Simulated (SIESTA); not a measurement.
**Mg under changes of volume**

One of the cells (22.998 Å³/atom); the others are scaled copies at fixed shape and fractional positions:

```xyz
4
Lattice="3.1979 0.0000 0.0000 -1.5989 2.7694 0.0000 0.0000 0.0000 10.3872" Properties=species:S:1:pos:R:3 pbc="T T T"
Mg    1.5989    0.9231    7.7904
Mg    0.0000    0.0000    5.1936
Mg    0.0000    1.8463    2.5968
Mg    0.0000    0.0000    0.0000
```

* Program: SIESTA 5.4.2
* Functional: PBE
* Potentials or basis: PseudoDojo 0.4 standard (PBE files)
* Basis: DZP (energy shift 0.003 Ry; two zetas on semicore shells)
* Grid cutoff: 800 Ry
* Energy shift: 0.003 Ry
* k mesh: 10 × 10 × 3
* Occupations: fermi-dirac, width 0.05 eV
* Spin: no spin polarisation

```csv
volume (Å³/atom),energy over the lowest point (meV/atom),pressure (GPa)
21.194,?,?
21.645,31.57,4.5
22.096,20.40,3.5
22.998,5.71,1.7
23.449,1.81,1.0
23.900,0.00,0.3
```

Problem. What does the run at 21.194 Å³/atom give?

Solution. Energy over the lowest point 45.64 meV/atom; pressure 5.6 GPa.

Worked out: A Birch-Murnaghan fit of order 3 (a polynomial in V^(-2/3)) to the other rows has its minimum at 24.10 Å³/atom, just outside them, with B0 = V·E''(V) = 35 GPa and B' = 3.0 at fixed shape and positions, which overstates the stiffness. It gives 45.56 meV/atom at 21.194 Å³/atom, against the run's 45.64, and -dE/dV = 5.5 GPa, against 5.6.

Energies are extrapolated to zero smearing.

Caveats: the basis of atomic orbitals isn't converged, which shifts pressures, moduli and gaps.
